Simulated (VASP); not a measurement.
# W (Im-3m) in VASP: notebook, part 2 of 2

VASP 6.6.1. Earlier steps stand in the parts before.

## (3) Relaxation of cell and atoms, r2SCAN+rVV10

This run uses another cell than the first one, of 15.89 Å³/atom, 1.002 times its volume.

INCAR

```
PREC = Accurate
ENCUT = 520
EDIFF = 1E-7
ISMEAR = 0
SIGMA = 0.1
LREAL = False
LASPH = True
NELM = 60
ALGO = Normal
ISIF = 3
LWAVE = False
LCHARG = False
METAGGA = R2SCAN
LMIXTAU = True
LUSE_VDW = True
IVDW_NL = 2
BPARAM = 11.95
CPARAM = 0.0093
IBRION = 2
NSW = 80
EDIFFG = -0.002
```

KPOINTS

```
regular mesh
0
Gamma
  18 18 18
```

POSCAR

```
W                                       
1.0
   -1.5836229077      1.5836229077      1.5836229077
    1.5836229077     -1.5836229077      1.5836229077
    1.5836229077      1.5836229077     -1.5836229077
  W             
     1
Direct
     0.0000000000000000    0.0000000000000000    0.0000000000000000
```

Potentials or basis: VASP PAW PBE potentials, release 64 (W_sv).

Command:

```console
> cat potpaw_PBE.64/W_sv/POTCAR > POTCAR
> mpirun -np 1 vasp_std > vasp.out
```

OUTCAR:

```text
PREC = Accurate
   ENCUT = 520
   EDIFF = 1E-7
   ISMEAR = 0
   LREAL = False
   LASPH = True
   NELM = 60
   ISIF = 3
   METAGGA = R2SCAN
   IVDW_NL = 2
   BPARAM = 11.95
   IBRION = 2
   NSW = 80
   EDIFFG = -0.002

 ion  position               nearest neighbor table
   1  0.000  0.000  0.000-

  LATTYP: Found a body centered cubic cell.
 ALAT       =     3.1672458154

  Lattice vectors:

 A1 = (  -1.5836229077,   1.5836229077,   1.5836229077)
 A2 = (   1.5836229077,  -1.5836229077,   1.5836229077)
 A3 = (   1.5836229077,   1.5836229077,  -1.5836229077)

Analysis of symmetry for initial positions (statically):
=====================================================================
 Subroutine PRICEL returns:
 Original cell was already a primitive cell.

 Routine SETGRP: Setting up the symmetry group for a
 body centered cubic supercell.

 Subroutine GETGRP returns: Found 48 space group operations
 (whereof 48 operations were pure point group operations)
 out of a pool of 48 trial point group operations.

The static configuration has the point symmetry O_h .

Analysis of symmetry for dynamics (positions and initial velocities):
=====================================================================
 Subroutine PRICEL returns:
 Original cell was already a primitive cell.

 Routine SETGRP: Setting up the symmetry group for a
 body centered cubic supercell.

 Subroutine GETGRP returns: Found 48 space group operations
 (whereof 48 operations were pure point group operations)
 out of a pool of 48 trial point group operations.

The dynamic configuration has the point symmetry O_h .

 Subroutine INISYM returns: Found 48 space group operations
 (whereof 48 operations are pure point group operations),
 and found     1 'primitive' translations

----------------------------------------------------------------------------------------

                                     Primitive cell

  volume of cell :      15.8860

  direct lattice vectors                    reciprocal lattice vectors
    -1.583622908  1.583622908  1.583622908     0.000000000  0.315731730  0.315731730
     1.583622908 -1.583622908  1.583622908     0.315731730  0.000000000  0.315731730
     1.583622908  1.583622908 -1.583622908     0.315731730  0.315731730  0.000000000

  length of vectors
     2.742915336  2.742915336  2.742915336     0.446512094  0.446512094  0.446512094

  position of ions in fractional coordinates (direct lattice)
     0.000000000  0.000000000  0.000000000

  ion indices of the primitive-cell ions
   primitive index   ion index
                 1           1

----------------------------------------------------------------------------------------

 KPOINTS: regular mesh

Automatic generation of k-mesh.
 Grid dimensions read from file:
 generate k-points for:   18   18   18

 Generating k-lattice:

  Cartesian coordinates                     Fractional coordinates (reciprocal lattice)
     0.000000000  0.017540652  0.017540652     0.055555556  0.000000000  0.000000000
     0.017540652  0.000000000  0.017540652     0.000000000  0.055555556  0.000000000
     0.017540652  0.017540652  0.000000000     0.000000000  0.000000000  0.055555556

  Length of vectors
     0.024806227  0.024806227  0.024806227

  Shift w.r.t. Gamma in fractional coordinates (k-lattice)
     0.000000000  0.000000000  0.000000000

 Subroutine IBZKPT returns following result:
 ===========================================

 Found    195 irreducible k-points:

 Following reciprocal coordinates:
            Coordinates               Weight
  0.000000  0.000000  0.000000      1.000000
  0.055556  0.000000  0.000000     12.000000
  0.111111  0.000000  0.000000     12.000000
  0.166667  0.000000  0.000000     12.000000
  0.222222  0.000000  0.000000     12.000000
  0.277778  0.000000  0.000000     12.000000
[... 16 lines left out ...]
  0.333333  0.111111 -0.000000     48.000000
  0.388889  0.111111 -0.000000     48.000000
 [... further k-points ...]
   k-points           NKPTS =    195   k-points in BZ     NKDIM =    195   number of bands    NBANDS=     11
   number of dos      NEDOS =    301   number of ions     NIONS =      1
   total plane-waves  NPLWV =   8000
   dimension x,y,z NGX =    20 NGY =   20 NGZ =   20
   dimension x,y,z NGXF=    40 NGYF=   40 NGZF=   40
   ions per type =               1
   NGX,Y,Z   is equivalent  to a cutoff of  12.12, 12.12, 12.12 a.u.
   NGXF,Y,Z  is equivalent  to a cutoff of  24.24, 24.24, 24.24 a.u.
 SYSTEM =  unknown system
   PREC   = accura    normal or accurate (medium, high low for compatibility)
   ISTART =      0    job   : 0-new  1-cont  2-samecut
   ICHARG =      2    charge: 1-file 2-atom 10-const
   ISPIN  =      1    spin polarized calculation?
   LNONCOLLINEAR =      F non collinear calculations
   LSORBIT =      F    spin-orbit coupling
   LASPH  =      T    aspherical Exc in radial PAW
   ENCUT  =  520.0 eV  38.22 Ry    6.18 a.u.   5.10  5.10  5.10*2*pi/ulx,y,z
   NELM   =     60;   NELMIN=  2; NELMDL= -5     # of ELM steps
   EDIFF  = 0.1E-06   stopping-criterion for ELM
   LREAL  =      F    real-space projection
   EDIFFG = -.2E-02   stopping-criterion for IOM
   NSW    =     80    number of steps for IOM
   IBRION =      2    ionic relax: 0-MD 1-quasi-New 2-CG
   NFREE  =      1    steps in history (QN), initial steepest desc. (CG)
   ISIF   =      3    stress and relaxation
   ISYM   =      2    0-nonsym 1-usesym 2-fastsym
   POTIM  = 0.5000    time-step for ionic-motion
   TEBEG  =    0.0;   TEEND  =   0.0 temperature during run
   PSTRESS=    0.0 pullay stress
   NELECT =      14.0000    total number of electrons
   NUPDOWN=      -1.0000    fix difference up-down
   EMIN   =  10.00;   EMAX   =-10.00  energy-range for DOS
   EFERMI =   0.00;   METHOD = LEGACY
   ISMEAR =     0;   SIGMA  =   0.10  broadening in eV -4-tet -1-fermi 0-gaus
   EFERMI_NEDOS =   21; number of points for ismear=-14 and -15
   IALGO  =     38    algorithm
   IMIX   =      4    mixing-type and parameters
     AMIX     =   0.40;   BMIX     =  1.00
     AMIX_MAG =   1.60;   BMIX_MAG =  1.00
  volume/ion in A,a.u.               =      15.89       107.20
  Fermi-wavevector in a.u.,A,eV,Ry     =   1.569564  2.966046 33.518383  2.463532
  Thomas-Fermi vector in A             =   2.671428
   LORBIT       =      0    0 simple, 1 ext, 2 COOP (PROOUT), +10 PAW based schemes
   METAGGA = R2SCAN    functional components
   LHFCALC =     F    Hartree Fock is set to
   AEXX    =    0.0000 exact exchange contribution
   IVDW_NL    =     2    kernel type
   BPARAM     =11.9500
   IVDW    =     0    specifies the selected vdW correction
   LEPSILON=     F    determine dielectric tensor
   LRPA    =     F    only Hartree local field effects (RPA)
 conjugate gradient relaxation of ions
 non-spin polarized calculation
 Gauss-broadening in eV      SIGMA  =   0.10
  energy-cutoff  :      520.00
  volume of cell :       15.89
 maximum number of plane-waves:       440
   NGX = 11   NGY = 11   NGZ = 11

 number of electron      14.0000003 magnetization

 Free energy of the ion-electron system (eV)
  ---------------------------------------------------
  ext. energy  EPLUGINS =         0.00000000
  ---------------------------------------------------
  free energy    TOTEN  =       -51.13499646 eV

  energy without entropy =      -51.13137358  energy(sigma->0) =      -51.13318502

 E-fermi :  11.2435     XC(G=0): -14.9633

 val. band max:       11.2374494791   @ k =  -0.1667   0.1667   0.0556
 cond. band min:      11.2570147740   @ k =  -0.3889   0.3889   0.2778
 fundamental gap:      0.0195652949
 Fermi energy:        11.2434964435

 k-point     1 :       0.0000    0.0000    0.0000
  band No.  band energies     occupation
      1     -64.8432      2.00000
      2     -27.7071      2.00000
      3     -27.7071      2.00000
      4     -27.7071      2.00000
      5       1.1179      2.00000
      6       9.9766      2.00000
      7       9.9766      2.00000
      8       9.9766      2.00000
      9      13.8137      0.00000
     10      13.8137      0.00000
     11      26.4902      0.00000
[... 309 lines left out ...]
 k-point    24 :       0.3889    0.1111   -0.0000
  band No.  band energies     occupation
      1     -64.6929      2.00000
      2     -28.9885      2.00000
      3     -28.1853      2.00000
      4     -27.7750      2.00000
      5       5.1478      2.00000
      6       7.6674      2.00000
      7      10.5241      2.00000
      8      13.4989      0.00000
      9      14.9017      0.00000
     10      17.8753      0.00000
     11      22.7357      0.00000

 [... further k-points ...]

------------------------ aborting loop because EDIFF is reached ----------------------------------------

  FORCE on cell =-STRESS in cart. coord.  units (eV):
  Direction    XX          YY          ZZ          XY          YZ          ZX
  --------------------------------------------------------------------------------------
  -------------------------------------------------------------------------------------
  Total        0.0007082      0.0007082      0.0007082      0.0000000      0.0000000      0.0000000
  in kB        0.0714225      0.0714225      0.0714225      0.0000000      0.0000000      0.0000000
  external PRESSURE =       0.0714225 kB  Pullay stress =       0.0000000 kB

 VOLUME and BASIS-vectors are now :
 -----------------------------------------------------------------------------
  energy-cutoff  :      520.00
  volume of cell :       15.89
      direct lattice vectors                 reciprocal lattice vectors
    -1.583622908  1.583622908  1.583622908     0.000000000  0.315731730  0.315731730
     1.583622908 -1.583622908  1.583622908     0.315731730  0.000000000  0.315731730
     1.583622908  1.583622908 -1.583622908     0.315731730  0.315731730  0.000000000

 POSITION                                       TOTAL-FORCE (eV/Angst)
 -----------------------------------------------------------------------------------
      0.00000      0.00000      0.00000        -0.000000     -0.000000     -0.000000
 -----------------------------------------------------------------------------------
    total drift:                                0.000000     -0.000000      0.000000

  FREE ENERGIE OF THE ION-ELECTRON SYSTEM (eV)
  ---------------------------------------------------
  free  energy   TOTEN  =       -51.1349964564 eV

  energy  without entropy=      -51.1313735817  energy(sigma->0) =      -51.13318502

 reached required accuracy - stopping structural energy minimisation
```

OSZICAR:

```text
N       E                     dE             d eps       ncg     rms          rms(c)
DAV:   1     0.383686614107E+02    0.38369E+02   -0.82115E+03  4314   0.149E+03
DAV:   2    -0.538117709720E+02   -0.92180E+02   -0.88878E+02  4586   0.344E+02
DAV:   3    -0.554235177795E+02   -0.16117E+01   -0.15968E+01  4909   0.454E+01
[... 14 lines left out ...]
DAV:  18    -0.511349970166E+02   -0.10907E-05   -0.19166E-08  2217   0.192E-03    0.620E-04
DAV:  19    -0.511349963457E+02    0.67089E-06   -0.13149E-08  2187   0.149E-03    0.524E-05
DAV:  20    -0.511349965597E+02   -0.21398E-06   -0.24947E-09  2193   0.778E-04    0.388E-05
DAV:  21    -0.511349964536E+02    0.10610E-06   -0.16777E-10  2172   0.199E-04    0.294E-05
DAV:  22    -0.511349964564E+02   -0.27856E-08   -0.23413E-11  2163   0.846E-05
   1 F= -.51134996E+02 E0= -.51133185E+02  d E =-.511350E+02
```

CONTCAR:

```text
W
   1.00000000000000
    -1.5836229076999999    1.5836229076999999    1.5836229076999999
     1.5836229076999999   -1.5836229076999999    1.5836229076999999
     1.5836229076999999    1.5836229076999999   -1.5836229076999999
  W
     1
Direct
     0.0000000000000000    0.0000000000000000    0.0000000000000000

  0.00000000E+00  0.00000000E+00  0.00000000E+00
```

Wall time 1.8 min (1 thread of Intel Xeon 6975P-C (Granite Rapids), shared host); peak memory 0.21 GiB.

Results:

| Quantity | Value |
| --- | --- |
| Free energy | -51.1350 eV |
| Pressure after relaxing | 0.0 GPa |
| Band gap on the k mesh | none (metal or under the smearing width) |

Final structure:
```cif
data_structure
_symmetry_space_group_name_H-M 'P 1'
_symmetry_Int_Tables_number 1
_cell_length_a 2.7429
_cell_length_b 2.7429
_cell_length_c 2.7429
_cell_angle_alpha 109.471
_cell_angle_beta 109.471
_cell_angle_gamma 109.471
_cell_volume 15.89
loop_
_atom_site_label
_atom_site_type_symbol
_atom_site_fract_x
_atom_site_fract_y
_atom_site_fract_z
_atom_site_occupancy
W1 W 0.00000 0.00000 0.00000 1
```

Caveat: the relaxation stopped at its first step, so nothing moved; the PAW data sets were made with another functional, which shifts forces and pressure a little.

## (4) Single point, r2SCAN+rVV10

This run uses another cell than the first one, of 15.89 Å³/atom, 1.002 times its volume.

INCAR

```
SYSTEM = W
  ALGO = Normal
  BPARAM = 11.95
  CPARAM = 0.0093
  EDIFF = 1E-7
  ENCUT = 520
  ISIF = 2
  ISMEAR = 0
  IVDW_NL = 2
  LASPH = .TRUE.
  LCHARG = .FALSE.
  LMIXTAU = .TRUE.
  LREAL = .FALSE.
  LUSE_VDW = .TRUE.
  LWAVE = .FALSE.
  METAGGA = R2SCAN
  NELM = 60
  PREC = Accurate
  SIGMA = 0.1
```

KPOINTS

```
k-points
0
G
  18 18 18
  0 0 0
```

POSCAR is that of step 3.

Potentials or basis: VASP PAW PBE potentials, release 64 (W_sv).

Command:

```console
> cat potpaw_PBE.64/W_sv/POTCAR > POTCAR
> mpirun -np 1 vasp_std > vasp.out
```

OUTCAR:

```text
SYSTEM = W
   BPARAM = 11.95
   EDIFF = 1E-7
   ENCUT = 520
   ISIF = 2
   ISMEAR = 0
   IVDW_NL = 2
   LASPH = .TRUE.
   LREAL = .FALSE.
   METAGGA = R2SCAN
   NELM = 60
   PREC = Accurate

 ion  position               nearest neighbor table
   1  0.000  0.000  0.000-

  LATTYP: Found a body centered cubic cell.
 ALAT       =     3.1672458154

  Lattice vectors:
[... 517 lines left out ...]
      7      10.5241      2.00000
      8      13.4989      0.00000
      9      14.9017      0.00000
     10      17.8753      0.00000
     11      22.7357      0.00000

 [... further k-points ...]

------------------------ aborting loop because EDIFF is reached ----------------------------------------

  FORCE on cell =-STRESS in cart. coord.  units (eV):
  Direction    XX          YY          ZZ          XY          YZ          ZX
  --------------------------------------------------------------------------------------
  -------------------------------------------------------------------------------------
  Total        0.0007082      0.0007082      0.0007082      0.0000000      0.0000000      0.0000000
  in kB        0.0714225      0.0714225      0.0714225      0.0000000      0.0000000      0.0000000
  external PRESSURE =       0.0714225 kB  Pullay stress =       0.0000000 kB

 VOLUME and BASIS-vectors are now :
 -----------------------------------------------------------------------------
  energy-cutoff  :      520.00
  volume of cell :       15.89
      direct lattice vectors                 reciprocal lattice vectors
    -1.583622908  1.583622908  1.583622908     0.000000000  0.315731730  0.315731730
     1.583622908 -1.583622908  1.583622908     0.315731730  0.000000000  0.315731730
     1.583622908  1.583622908 -1.583622908     0.315731730  0.315731730  0.000000000

 POSITION                                       TOTAL-FORCE (eV/Angst)
 -----------------------------------------------------------------------------------
      0.00000      0.00000      0.00000        -0.000000     -0.000000     -0.000000
 -----------------------------------------------------------------------------------
    total drift:                                0.000000     -0.000000      0.000000

  FREE ENERGIE OF THE ION-ELECTRON SYSTEM (eV)
  ---------------------------------------------------
  free  energy   TOTEN  =       -51.1349964564 eV

  energy  without entropy=      -51.1313735817  energy(sigma->0) =      -51.13318502
```

OSZICAR:

```text
N       E                     dE             d eps       ncg     rms          rms(c)
DAV:   1     0.383686614107E+02    0.38369E+02   -0.82115E+03  4314   0.149E+03
DAV:   2    -0.538117709720E+02   -0.92180E+02   -0.88878E+02  4586   0.344E+02
DAV:   3    -0.554235177795E+02   -0.16117E+01   -0.15968E+01  4909   0.454E+01
[... 14 lines left out ...]
DAV:  18    -0.511349970166E+02   -0.10907E-05   -0.19166E-08  2217   0.192E-03    0.620E-04
DAV:  19    -0.511349963457E+02    0.67089E-06   -0.13149E-08  2187   0.149E-03    0.524E-05
DAV:  20    -0.511349965597E+02   -0.21398E-06   -0.24947E-09  2193   0.778E-04    0.388E-05
DAV:  21    -0.511349964536E+02    0.10610E-06   -0.16777E-10  2172   0.199E-04    0.294E-05
DAV:  22    -0.511349964564E+02   -0.27856E-08   -0.23413E-11  2163   0.846E-05
   1 F= -.51134996E+02 E0= -.51133185E+02  d E =-.362287E-02
```

stdout:

```text
POSCAR found type information on POSCAR W
 POSCAR found :  1 types and       1 ions
 scaLAPACK will be used
 -----------------------------------------------------------------------------
|                                                                             |
|                                                                             |
|     You have switched on vdW-DFT.                                           |
[... 25 lines left out ...]
Total rVV10 correction in eV:      0.2383137    14.4825642
Total rVV10 correction in eV:      0.2224953    14.4825645
Total rVV10 correction in eV:      0.2169363    14.4825645
Total rVV10 correction in eV:      0.2104501    14.4825645
Total rVV10 correction in eV:      0.2117079    14.4825646
Total rVV10 correction in eV:      0.2119664    14.4825646
[... 12 lines left out ...]
Total rVV10 correction in eV:      0.2122771    14.4825646
Total rVV10 correction in eV:      0.2122771    14.4825646
```

Run time: 94 s. Hardware: 1 thread of Intel Xeon 6975P-C (Granite Rapids), shared host; peak memory 0.21 GiB.

What came out:

```
Free energy            : -51.1350 eV
Pressure               : 0.0 GPa
Band gap on the k mesh : none (metal or under the smearing width)
```

Levels at points of the mesh, in eV from the Fermi level:
| k point | band 3 | band 4 | band 5 | band 6 | band 7 | band 8 | band 9 | band 10 | band 11 |
| --- | --- | --- | --- | --- | --- | --- | --- | --- | --- |
| (0.00, 0.00, 0.00) | -38.95 | -38.95 | -10.13 | -1.27 | -1.27 | -1.27 | 2.57 | 2.57 | 15.25 |
| (0.50, 0.00, 0.00) | -39.39 | -38.96 | -6.55 | -3.73 | 0.51 | 2.41 | 3.46 | 6.34 | 11.64 |
| (0.50, 0.50, 0.50) | -39.90 | -39.90 | -6.00 | -6.00 | 5.34 | 5.34 | 5.34 | 8.52 | 8.52 |

Caveat: the PAW data sets were made with another functional, which shifts forces and pressure a little.
